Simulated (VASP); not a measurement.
# MnSi (F-43m) in VASP: settings compared

The runs below take MnSi through relaxation of cell and atoms, with PBE, PBEsol.

All numbers are computed with VASP 6.6.1; they aren't measurements. Logs are shortened: lines on timing, memory, paths and dates and some standing lists are left out, and cuts for length are marked.

## 1. The structure

Symmetry: F-43m, No. 216, cubic system. The conventional cell has a = 5.054 Å, b = 5.054 Å, c = 5.054 Å, α = 90.00°, β = 90.00°, γ = 90.00°. Mn (site symmetry -43m) is surrounded by 4 Si at 2.19 Å. Si (site symmetry -43m) is surrounded by 4 Mn at 2.19 Å.

The cell was built by a generator and needn't be a form met in nature.

## 2. Relaxation of cell and atoms, PBE, collinear spin, ferromagnetic start

Contents of INCAR:

```
SYSTEM = MnSi
PREC = Accurate
ENCUT = 600
EDIFF = 1E-6
ISMEAR = 0
SIGMA = 0.05
LREAL = .FALSE.
LASPH = .TRUE.
NELM = 120
ALGO = Fast
ISIF = 3
LWAVE = .FALSE.
LCHARG = .FALSE.
ISPIN = 2
MAGMOM = 4 0
LORBIT = 11
LMAXMIX = 4
GGA = PE
IBRION = 2
NSW = 40
EDIFFG = -0.01
```

Contents of KPOINTS:

```
regular mesh
0
G
  9 9 9
  0 0 0
```

Contents of POSCAR:

```
MnSi
1.0
    0.0000000000      2.5272246000      2.5272246000
    2.5272246000      0.0000000000      2.5272246000
    2.5272246000      2.5272246000      0.0000000000
Mn Si
1 1
Direct
    0.0000000000      0.0000000000      0.0000000000
    0.2500000000      0.2500000000      0.2500000000
```

Potentials or basis: VASP PAW PBE potentials, release 64 (Mn_pv, Si).

On the command line:

```bash
cat potpaw_PBE.64/Mn_pv/POTCAR potpaw_PBE.64/Si/POTCAR > POTCAR
mpirun -np 1 vasp_std > vasp.out
```

OUTCAR:

```text
SYSTEM = MnSi
   PREC = Accurate
   ENCUT = 600
   EDIFF = 1E-6
   ISMEAR = 0
   LREAL = .FALSE.
   LASPH = .TRUE.
   NELM = 120
   ISIF = 3
   ISPIN = 2
   LORBIT = 11
   GGA = PE
   IBRION = 2
   NSW = 40
   EDIFFG = -0.01

 ion  position               nearest neighbor table
   1  0.000  0.000  0.000-   2 2.19   2 2.19   2 2.19   2 2.19
   2  0.250  0.250  0.250-   1 2.19   1 2.19   1 2.19   1 2.19

  LATTYP: Found a face centered cubic cell.
 ALAT       =     5.0544492000

  Lattice vectors:

 A1 = (   0.0000000000,   2.5272246000,   2.5272246000)
 A2 = (   2.5272246000,   0.0000000000,   2.5272246000)
 A3 = (   2.5272246000,   2.5272246000,   0.0000000000)

Analysis of symmetry for initial positions (statically):
=====================================================================
 Subroutine PRICEL returns:
 Original cell was already a primitive cell.

 Routine SETGRP: Setting up the symmetry group for a
 face centered cubic supercell.

 Subroutine GETGRP returns: Found 24 space group operations
 (whereof 24 operations were pure point group operations)
 out of a pool of 48 trial point group operations.

The static configuration has the point symmetry T_d .

Analysis of symmetry for dynamics (positions and initial velocities):
=====================================================================
 Subroutine PRICEL returns:
 Original cell was already a primitive cell.

 Routine SETGRP: Setting up the symmetry group for a
 face centered cubic supercell.

 Subroutine GETGRP returns: Found 24 space group operations
 (whereof 24 operations were pure point group operations)
 out of a pool of 48 trial point group operations.

The dynamic configuration has the point symmetry T_d .

Analysis of structural, dynamic, and magnetic symmetry:
=====================================================================
 Subroutine PRICEL returns:
 Original cell was already a primitive cell.

 Routine SETGRP: Setting up the symmetry group for a
 face centered cubic supercell.

 Subroutine GETGRP returns: Found 24 space group operations
 (whereof 24 operations were pure point group operations)
 out of a pool of 48 trial point group operations.

The overall configuration has the point symmetry T_d .

 Subroutine INISYM returns: Found 24 space group operations
 (whereof 24 operations are pure point group operations),
 and found     1 'primitive' translations

----------------------------------------------------------------------------------------

                                     Primitive cell

  volume of cell :      32.2821

  direct lattice vectors                    reciprocal lattice vectors
     0.000000000  2.527224600  2.527224600    -0.197845494  0.197845494  0.197845494
     2.527224600  0.000000000  2.527224600     0.197845494 -0.197845494  0.197845494
     2.527224600  2.527224600  0.000000000     0.197845494  0.197845494 -0.197845494

  length of vectors
     3.574035304  3.574035304  3.574035304     0.342678448  0.342678448  0.342678448

  position of ions in fractional coordinates (direct lattice)
     0.000000000  0.000000000  0.000000000
     0.250000000  0.250000000  0.250000000

  ion indices of the primitive-cell ions
   primitive index   ion index
                 1           1
                 2           2

----------------------------------------------------------------------------------------

 KPOINTS: regular mesh

Automatic generation of k-mesh.
 Grid dimensions read from file:
 generate k-points for:    9    9    9

 Generating k-lattice:

  Cartesian coordinates                     Fractional coordinates (reciprocal lattice)
    -0.021982833  0.021982833  0.021982833     0.111111111  0.000000000  0.000000000
     0.021982833 -0.021982833  0.021982833     0.000000000  0.111111111  0.000000000
     0.021982833  0.021982833 -0.021982833     0.000000000  0.000000000  0.111111111

  Length of vectors
     0.038075383  0.038075383  0.038075383

  Shift w.r.t. Gamma in fractional coordinates (k-lattice)
     0.000000000  0.000000000  0.000000000

 Subroutine IBZKPT returns following result:
 ===========================================

 Found     35 irreducible k-points:

 Following reciprocal coordinates:
            Coordinates               Weight
  0.000000  0.000000  0.000000      1.000000
  0.111111  0.000000  0.000000      8.000000
  0.222222  0.000000  0.000000      8.000000
  0.333333  0.000000  0.000000      8.000000
  0.444444  0.000000  0.000000      8.000000
  0.111111  0.111111  0.000000      6.000000
[... 16 lines left out ...]
 -0.333333  0.333333  0.000000     12.000000
  0.444444  0.444444  0.000000      6.000000
 [... further k-points ...]
   k-points           NKPTS =     35   k-points in BZ     NKDIM =     35   number of bands    NBANDS=     14
   number of dos      NEDOS =    301   number of ions     NIONS =      2
   total plane-waves  NPLWV =  27000
   dimension x,y,z NGX =    30 NGY =   30 NGZ =   30
   dimension x,y,z NGXF=    60 NGYF=   60 NGZF=   60
   ions per type =               1   1
   NGX,Y,Z   is equivalent  to a cutoff of  13.95, 13.95, 13.95 a.u.
   NGXF,Y,Z  is equivalent  to a cutoff of  27.91, 27.91, 27.91 a.u.
 SYSTEM =  MnSi
   PREC   = accura    normal or accurate (medium, high low for compatibility)
   ISTART =      0    job   : 0-new  1-cont  2-samecut
   ICHARG =      2    charge: 1-file 2-atom 10-const
   ISPIN  =      2    spin polarized calculation?
   LNONCOLLINEAR =      F non collinear calculations
   LSORBIT =      F    spin-orbit coupling
   LASPH  =      T    aspherical Exc in radial PAW
   ENCUT  =  600.0 eV  44.10 Ry    6.64 a.u.   7.14  7.14  7.14*2*pi/ulx,y,z
   NELM   =    120;   NELMIN=  2; NELMDL= -5     # of ELM steps
   EDIFF  = 0.1E-05   stopping-criterion for ELM
   LREAL  =      F    real-space projection
   EDIFFG = -.1E-01   stopping-criterion for IOM
   NSW    =     40    number of steps for IOM
   IBRION =      2    ionic relax: 0-MD 1-quasi-New 2-CG
   NFREE  =      1    steps in history (QN), initial steepest desc. (CG)
   ISIF   =      3    stress and relaxation
   ISYM   =      2    0-nonsym 1-usesym 2-fastsym
   POTIM  = 0.5000    time-step for ionic-motion
   TEBEG  =    0.0;   TEEND  =   0.0 temperature during run
   PSTRESS=    0.0 pullay stress
   NELECT =      17.0000    total number of electrons
   NUPDOWN=      -1.0000    fix difference up-down
   EMIN   =  10.00;   EMAX   =-10.00  energy-range for DOS
   EFERMI =   0.00;   METHOD = LEGACY
   ISMEAR =     0;   SIGMA  =   0.05  broadening in eV -4-tet -1-fermi 0-gaus
   EFERMI_NEDOS =   21; number of points for ismear=-14 and -15
   IALGO  =     68    algorithm
   IMIX   =      4    mixing-type and parameters
     AMIX     =   0.40;   BMIX     =  1.00
     AMIX_MAG =   1.60;   BMIX_MAG =  1.00
  volume/ion in A,a.u.               =      16.14       108.93
  Fermi-wavevector in a.u.,A,eV,Ry     =   1.322018  2.498251 23.779324  1.747731
  Thomas-Fermi vector in A             =   2.451729
   LORBIT       =     11    0 simple, 1 ext, 2 COOP (PROOUT), +10 PAW based schemes
   GGA     = PE    functional components
   LHFCALC =     F    Hartree Fock is set to
   AEXX    =    0.0000 exact exchange contribution
   IVDW    =     0    specifies the selected vdW correction
   LEPSILON=     F    determine dielectric tensor
   LRPA    =     F    only Hartree local field effects (RPA)
 conjugate gradient relaxation of ions
 spin polarized calculation
 RMM-DIIS sequential band-by-band and
 Gauss-broadening in eV      SIGMA  =   0.05
  energy-cutoff  :      600.00
  volume of cell :       32.28
 maximum number of plane-waves:      1089
 NGX is ok and might be reduce to    30
   NGX = 15   NGY = 15   NGZ = 15

--------------------------------------- Ionic step        1  -------------------------------------------

 number of electron      16.9999990 magnetization       2.0460653

 Free energy of the ion-electron system (eV)
  ---------------------------------------------------
  ext. energy  EPLUGINS =         0.00000000
  ---------------------------------------------------
  free energy    TOTEN  =       -12.61048566 eV

  energy without entropy =      -12.60830384  energy(sigma->0) =      -12.60939475

 E-fermi :   6.5923     XC(G=0): -10.8554

 val. band max:        6.5699898464   @ k =   0.4444   0.2222   0.0000
 cond. band min:       6.5963107240   @ k =   0.3333   0.2222   0.1111
 fundamental gap:      0.0263208775
 Fermi energy:         6.5922863681

 spin component 1

 k-point     1 :       0.0000    0.0000    0.0000
  band No.  band energies     occupation
      1     -42.1491      1.00000
      2     -42.1491      1.00000
      3     -42.1491      1.00000
      4      -3.4921      1.00000
      5       3.6885      1.00000
      6       3.6885      1.00000
      7       3.6885      1.00000
      8       4.8142      1.00000
      9       4.8142      1.00000
     10      13.5561      0.00000
     11      13.5561      0.00000
     12      13.5917      0.00000
     13      14.5022      0.00000
     14      14.5037      0.00000

 k-point     2 :       0.1111    0.0000    0.0000
  band No.  band energies     occupation
      1     -42.1509      1.00000
      2     -42.1494      1.00000
      3     -42.1494      1.00000
      4      -3.2943      1.00000
      5       3.5849      1.00000
      6       3.7394      1.00000
      7       3.7394      1.00000
      8       4.7986      1.00000
      9       4.7986      1.00000
     10      11.5708      0.00000
     11      12.9344      0.00000
     12      12.9361      0.00000
     13      14.9831      0.00000
     14      15.1750      0.00000
[... 979 lines left out ...]
 VOLUME and BASIS-vectors are now :
 -----------------------------------------------------------------------------
  energy-cutoff  :      600.00
  volume of cell :       39.45
      direct lattice vectors                 reciprocal lattice vectors
    -0.000000000  2.701860569  2.701860569    -0.185057662  0.185057662  0.185057662
     2.701860569 -0.000000000  2.701860569     0.185057662 -0.185057662  0.185057662
     2.701860569  2.701860569  0.000000000     0.185057662  0.185057662 -0.185057662

 POSITION                                       TOTAL-FORCE (eV/Angst)
 -----------------------------------------------------------------------------------
      0.00000      0.00000      0.00000        -0.000000     -0.000000     -0.000000
      1.35093      1.35093      1.35093         0.000000      0.000000      0.000000
 -----------------------------------------------------------------------------------
    total drift:                               -0.000001     -0.000001     -0.000001

  FREE ENERGIE OF THE ION-ELECTRON SYSTEM (eV)
  ---------------------------------------------------
  free  energy   TOTEN  =       -12.9661334019 eV

  energy  without entropy=      -12.9646462963  energy(sigma->0) =      -12.96538985

--------------------------------------- Ionic step        7  -------------------------------------------

 number of electron      17.0000011 magnetization      -2.4745040

 Free energy of the ion-electron system (eV)
  ---------------------------------------------------
  ext. energy  EPLUGINS =         0.00000000
  ---------------------------------------------------
  free energy    TOTEN  =       -12.96613355 eV

  energy without entropy =      -12.96464574  energy(sigma->0) =      -12.96538964

 E-fermi :   4.8308     XC(G=0):  -9.9445

 val. band max:        4.8149908926   @ k =  -0.3333   0.3333   0.0000
 cond. band min:       4.8795425540   @ k =  -0.4444   0.3333   0.1111
 fundamental gap:      0.0645516614
 Fermi energy:         4.8308216398

 spin component 1

 k-point     1 :       0.0000    0.0000    0.0000
  band No.  band energies     occupation
      1     -41.4882      1.00000
      2     -41.4882      1.00000
      3     -41.4882      1.00000
      4      -4.4651      1.00000
      5       3.4086      1.00000
      6       3.4086      1.00000
      7       3.4086      1.00000
      8       5.6683      0.00000
      9       5.6684      0.00000
     10      10.7560      0.00000
     11      10.7560      0.00000
     12      10.7560      0.00000
     13      11.8316      0.00000
     14      12.1759      0.00000

 k-point     2 :       0.1111    0.0000    0.0000
  band No.  band energies     occupation
      1     -41.4890      1.00000
      2     -41.4883      1.00000
      3     -41.4883      1.00000
      4      -4.3062      1.00000
      5       3.2263      1.00000
      6       3.4527      1.00000
      7       3.4527      1.00000
      8       5.6364      0.00000
      9       5.6364      0.00000
     10       9.3740      0.00000
     11      10.3775      0.00000
     12      10.3775      0.00000
     13      11.9668      0.00000
     14      12.6213      0.00000
[... 799 lines left out ...]
 VOLUME and BASIS-vectors are now :
 -----------------------------------------------------------------------------
  energy-cutoff  :      600.00
  volume of cell :       39.45
      direct lattice vectors                 reciprocal lattice vectors
    -0.000000000  2.701864662  2.701864662    -0.185057382  0.185057382  0.185057382
     2.701864662 -0.000000000  2.701864662     0.185057382 -0.185057382  0.185057382
     2.701864662  2.701864662  0.000000000     0.185057382  0.185057382 -0.185057382

 POSITION                                       TOTAL-FORCE (eV/Angst)
 -----------------------------------------------------------------------------------
     -0.00000      2.70186      2.70186         0.000000      0.000000      0.000000
      1.35093      1.35093      1.35093        -0.000000     -0.000000     -0.000000
 -----------------------------------------------------------------------------------
    total drift:                               -0.000001     -0.000001     -0.000001

  FREE ENERGIE OF THE ION-ELECTRON SYSTEM (eV)
  ---------------------------------------------------
  free  energy   TOTEN  =       -12.9661335458 eV

  energy  without entropy=      -12.9646457430  energy(sigma->0) =      -12.96538964

 reached required accuracy - stopping structural energy minimisation

 total charge

# of ion       s       p       d       tot
------------------------------------------
    1        0.367   6.214   5.122  11.703
    2        0.821   0.894   0.000   1.715
--------------------------------------------------
tot          1.188   7.108   5.122  13.418

 magnetization (x)

# of ion       s       p       d       tot
------------------------------------------
    1       -0.046   0.013  -2.698  -2.731
    2        0.027   0.188   0.000   0.215
--------------------------------------------------
tot         -0.019   0.201  -2.698  -2.516
```

Wall time 1.7 min (1 thread of AMD EPYC 9R45 (Zen 5), shared host); peak memory 0.18 GiB.

What came out:

* Free energy: -12.9661 eV
* Relaxed volume: 19.72 Å³/atom
* Relaxed cell: a = 3.821 Å, b = 3.821 Å, c = 3.821 Å, α = 60.00°, β = 60.00°, γ = 60.00°
* Space group after relaxing (to 0.05 Å): F-43m (No. 216)
* Energy gained by relaxing: 177.8 meV/atom
* Ionic steps: 7
* Pressure after relaxing: 0.1 GPa
* Band gap on the k mesh: none (metal or under the smearing width)
* Net moment: -2.47 μB per cell
* Site moments: Mn -2.73; Si +0.21 μB
* Valence electrons inside the program's atomic spheres: Mn 11.70; Si 1.72

The path:
```csv
step,energy change (eV),largest force (eV/Å),pressure (GPa),volume (Å³)
1,0.0000,0.0000,19.12,32.28
2,-0.3330,0.0000,-2.31,42.15
3,-0.3556,0.0000,-0.14,39.60
4,-0.3556,0.0000,0.28,39.44
5,-0.3556,0.0000,0.12,39.44
6,-0.3556,0.0000,0.11,39.45
7,-0.3556,0.0000,0.05,39.45
```

Final structure:
```xyz
2
Lattice="0.0000 2.7019 2.7019 2.7019 0.0000 2.7019 2.7019 2.7019 0.0000" Properties=species:S:1:pos:R:3 pbc="T T T"
Mn    0.0000    2.7019    2.7019
Si    1.3509    1.3509    1.3509
```

Levels at points of the mesh, in eV from the Fermi level:
Spin up:
```csv
k point,band 3,band 4,band 5,band 6,band 7,band 8,band 9,band 10,band 11,band 12
"(0.00, 0.00, 0.00)",-46.32,-9.30,-1.42,-1.42,-1.42,0.84,0.84,5.93,5.93,5.93
```
Spin down:
```
           k point  band 8  band 9  band 10  band 11  band 12  band 13
(0.00, 0.00, 0.00)   -1.99   -1.99     5.36     5.36     5.36     6.99
```

Caveat: the volume moved by over 15 % at a fixed basis, so the end points are rough.

## 3. Relaxation of cell and atoms, PBEsol, collinear spin, ferromagnetic start

Contents of INCAR:

```
ALGO = Normal
EDIFF = 1E-7
EDIFFG = -0.01
ENCUT = 600
GGA = PS
IBRION = 2
ISIF = 3
ISMEAR = 0
ISPIN = 2
LASPH = True
LCHARG = False
LMAXMIX = 4
LORBIT = 11
LREAL = False
LWAVE = False
MAGMOM = 4 0
NELM = 100
NSW = 40
PREC = Accurate
SIGMA = 0.05
```

Contents of KPOINTS:

```
k-points
0
Gamma
  9 9 9
```

POSCAR is that of step 2.

Potentials or basis: VASP PAW PBE potentials, release 64 (Mn_pv, Si).

On the command line:

```bash
cat potpaw_PBE.64/Mn_pv/POTCAR potpaw_PBE.64/Si/POTCAR > POTCAR
mpirun -np 1 vasp_std > vasp.out
```

Wall time 1.7 min (1 thread of AMD EPYC 9R45 (Zen 5), shared host); peak memory 0.18 GiB.

Results (log left out):

```
Free energy                                           : -13.7764 eV
Relaxed volume                                        : 18.87 Å³/atom
Relaxed cell                                          : a = 3.765 Å, b = 3.765 Å, c = 3.765 Å, α = 60.00°, β = 60.00°, γ = 60.00°
Space group after relaxing (to 0.05 Å)                : F-43m (No. 216)
Energy gained by relaxing                             : 101.3 meV/atom
Ionic steps                                           : 5
Pressure after relaxing                               : 0.0 GPa
Band gap on the k mesh                                : none (metal or under the smearing width)
Net moment                                            : -2.42 μB per cell
Site moments                                          : Mn -2.62; Si +0.19 μB
Valence electrons inside the program's atomic spheres : Mn 11.77; Si 1.73
```

The path:
| step | energy change (eV) | largest force (eV/Å) | pressure (GPa) | volume (Å³) |
| --- | --- | --- | --- | --- |
| 1 | 0.0000 | 0.0000 | 14.51 | 32.28 |
| 2 | -0.1829 | 0.0000 | -3.29 | 39.61 |
| 3 | -0.2024 | 0.0000 | 0.30 | 37.46 |
| 4 | -0.2026 | 0.0000 | 0.11 | 37.63 |
| 5 | -0.2027 | 0.0000 | -0.04 | 37.74 |

Final structure:
```cif
data_structure
_symmetry_space_group_name_H-M 'P 1'
_symmetry_Int_Tables_number 1
_cell_length_a 3.7651
_cell_length_b 3.7651
_cell_length_c 3.7651
_cell_angle_alpha 60.000
_cell_angle_beta 60.000
_cell_angle_gamma 60.000
_cell_volume 37.74
loop_
_atom_site_label
_atom_site_type_symbol
_atom_site_fract_x
_atom_site_fract_y
_atom_site_fract_z
_atom_site_occupancy
Mn1 Mn 0.00000 0.00000 0.00000 1
Si1 Si 0.25000 0.25000 0.25000 1
```

Levels at points of the mesh, in eV from the Fermi level:
Spin up:
```
           k point  band 4  band 5  band 6  band 7  band 8  band 9  band 10  band 11
(0.00, 0.00, 0.00)   -9.37   -1.42   -1.42   -1.42    0.75    0.75     6.34     6.34
```
Spin down:
```
           k point  band 8  band 9  band 10  band 11  band 12  band 13
(0.00, 0.00, 0.00)   -1.87   -1.87     5.74     5.74     5.74     7.19
```

Caveat: the volume moved by over 15 % at a fixed basis, so the end points are rough; the PAW data sets were made with another functional, which shifts forces and pressure a little.
